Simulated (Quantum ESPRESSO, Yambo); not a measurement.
An input for Yambo 5.3.0 (InP (F-43m)):

```
optics
chi
dipoles
Chimod= "HARTREE"
% QpntsRXd
 1 | 4 |
%
% BndsRnXd
 1 | 55 |
%
NGsBlkXd= 3 Ry
% EnRngeXd
 0 | 30 | eV
%
% DmRngeXd
 0.2 | 0.2 | eV
%
ETStpsXd= 301
% LongDrXd
 1 | 0 | 0 |
%
```

The database entry behind the starting cell differs from later determinations by our own check (0.1 to 0.3 % short, probably kX units), so it need not match the best structure at ambient conditions.

```sh
OMP_NUM_THREADS=1 mpirun -n 4 yambo -F optics1.in -J optics1 -C optics1 > optics1.log
```

The stored states that it reads are on a 6×6×6 mesh. Symmetry: F-43m, No. 216, cubic system. Conventional cell: a = 5.861 Å, b = 5.861 Å, c = 5.861 Å, α = 90.00°, β = 90.00°, γ = 90.00°. In has 4 P at 2.54 Å nearest. P has 4 In at 2.54 Å nearest. Farther neighbours are not listed.

How long will it take on 4 MPI ranks of Arm Neoverse V1, shared host, and how much memory?

It took 46 s; on shared hardware allow 23 s to 91 s. Peak host memory was 1.3 GiB.

[Paths, hosts, dates, memory and timing lines, banners, echoed tables and standing remarks are left out of the program output.]

[Logs are printed without paths, hosts, clocks, repeated set-up lines and the standing remarks that a program may print on its own settings, such as how far it seeks lower states.]

[Runs of the session that timed out or met a known fault of the program may be left out.]

[Hosts, paths, dates, database ids (printed as entryN), source tags and the programs' standing remarks are cut or masked in the printed files.]
